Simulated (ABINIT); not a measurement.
A run of ABINIT 10.8.3 (patched build):

run.abi

```
# Datasets
ndtset 5

# Pseudopotentials
pp_dirpath "./"
pseudos "In.upf, P.upf"

# Structure
acell 3*1.0
rprim
     0.0000000000     5.5378424082     5.5378424082
     5.5378424082     0.0000000000     5.5378424082
     5.5378424082     5.5378424082     0.0000000000
ntypat 2
znucl 49 15
natom 2
typat 1 2
xred
            0.0            0.0            0.0
            3/4            3/4            3/4

# Plane-wave basis
ecut 31.0

# k points
kptopt 1
ngkpt 4 4 4
nshiftk 1
shiftk 0.0 0.0 0.0
istwfk *1

# Exchange and correlation
ixc -116133

# Bands and occupations
occopt 1

# SCF cycle
nstep 80
diemac 6.0

# Output
iomode 3
prteig 0
prtebands 0

# Dataset 1: ground state
nband1 9
tolvrs1 1.0e-12
prtden1 1
prtwf1 0

# Dataset 2: empty bands at fixed density
iscf2 -2
getden2 1
nband2 176
nbdbuf2 16
tolwfr2 1.0e-12
nstep2 120
prtden2 0

# Dataset 3: screening
optdriver3 3
getwfk3 2
nband3 74
ecuteps3 5.1
ecutwfn3 19.0
inclvkb3 2
gwcalctyp3 1
gwrpacorr3 1
nfreqim3 8

# Dataset 4: screening
optdriver4 3
getwfk4 2
nband4 114
ecuteps4 6.8
ecutwfn4 19.0
inclvkb4 2
gwcalctyp4 1
gwrpacorr4 1
nfreqim4 8

# Dataset 5: screening
optdriver5 3
getwfk5 2
nband5 160
ecuteps5 8.5
ecutwfn5 19.0
inclvkb5 2
gwcalctyp5 1
gwrpacorr5 1
nfreqim5 8
```

Potentials or basis: PseudoDojo NC SR PBEsol v0.4.1 standard.

The run is started by

```sh
$ abinit run.abi > log 2>&1
```

Hardware: 1 thread of Arm Neoverse V2, with other jobs on the host.

Task: Estimate the wall time of this run.

Result: Run time: 12 min on 1 thread of Arm Neoverse V2 (shared host), peak memory 0.43 GiB. Counts: scf iterations 32, mpi ranks 1, k points 8, bands 176, plane waves 2826.
